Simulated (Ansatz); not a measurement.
Write the native input for Ansatz 0.2.0 that does the following.

* Task: atomic charges
* Functional: LDA
* Dispersion: D4
* Potentials or basis: JTH PAW LDA
* Cutoff: 1950 eV
* Density cutoff: 9750 eV
* k mesh: 8 × 8 × 8
* Occupations: methfessel-paxton, width 0.1 eV
* Spin: no spin polarisation

The system is Sb.

```
CELL_PARAMETERS angstrom
2.15420 1.24373 3.75800
-2.15420 1.24373 3.75800
0.00000 -2.48746 3.75800
ATOMIC_POSITIONS crystal
Sb 0.76651 0.76651 0.76651
Sb 0.23349 0.23349 0.23349
```

The input as run:

input.yaml

```yaml
crystal:
  lattice: { a: 4.3084, b: 4.3084, c: 11.274, alpha: 90.0, beta: 90.0, gamma: 120.0 }
  space_group: 166
  reduce_to_primitive: true
  atoms:
    - { symbol: Sb, wyckoff: "6c", position: [0.0, 0.0, 0.76651] }
hamiltonian:
  xc: lda
  pseudopotentials: { kind: paw, xc_functional: lda, accuracy: standard }
  dispersion: d4
kpoints:
  mp_grid: { grid: [8, 8, 8] }
scf:
  occupations: { method: methfessel_paxton, width: 0.1 }
output:
  forces: true
  stress: true
  eigenvalues: true
  bader: true
  populations: intrinsic
```

Potentials or basis: JTH PAW LDA.

Run with:

```bash
$ ansatz run input.yaml --threads 1 --pin off --max-ram 2560MiB --backend cpu --events-out ev --progress --plain --runs-dir out
```

Results of the run:

```yaml
Pressure: -3.8 GPa
Band_gap_on_the_k_mesh: none (metal or under the smearing width)
```

Caveat: pairwise dispersion overbinds metals, which lowers pressure and volume; the dispersion damping was fitted for another functional or another form of the correction.

Run time: 52 s on 1 thread of Arm Neoverse V1 (shared host), peak memory 0.92 GiB.
